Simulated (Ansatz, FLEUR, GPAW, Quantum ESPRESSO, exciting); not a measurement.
# C: programs and potentials compared

```xyz
2
Lattice="0.0000 1.7834 1.7834 1.7834 0.0000 1.7834 1.7834 1.7834 0.0000" Properties=species:S:1:pos:R:3 pbc="T T T"
C     2.6751    2.6751    2.6751
C     1.7834    1.7834    1.7834
```

Alike in all runs: task band structure; functional revPBE; k mesh 13 × 13 × 13; occupations fermi-dirac, width 0.05 eV; no spin polarisation; no spin-orbit coupling. Pressure is positive in compression and, in plane waves, holds the error of the finite cutoff. Gaps are the smaller of the mesh's and the band path's.

```tsv
program and potentials	plane-wave cutoff (eV)	notes	band gap (eV)	pressure (GPa)
Quantum ESPRESSO, SG15 PBE 1.2	1197	potentials made for PBE	4.23	1.45
FLEUR, all-electron, FLAPW	-	-	4.13	-
exciting, all-electron LAPW+lo, shipped species files, valence relativity iora*	-	-	4.14	-
Ansatz, all-electron LAPW, scalar-relativistic	-	-	4.14	6.38
GPAW, the program's PAW data sets (release 1.2.1) made for this functional	800	-	4.12	6.08
```

The band gap spans 4.12 (GPAW, the program's PAW data sets (release 1.2.1) made for this functional) to 4.23 eV (Quantum ESPRESSO, SG15 PBE 1.2), with all-electron results at 4.13 to 4.14. The pressure spans 1.45 (Quantum ESPRESSO, SG15 PBE 1.2) to 6.38 GPa (Ansatz, all-electron LAPW, scalar-relativistic), with all-electron results at 6.38. The paths' points differ, which is worth about 0.01 eV.

The functional is the same throughout but for its coding, so the spread measures potentials, basis and numerics; runs on potential files found faulty are left out.
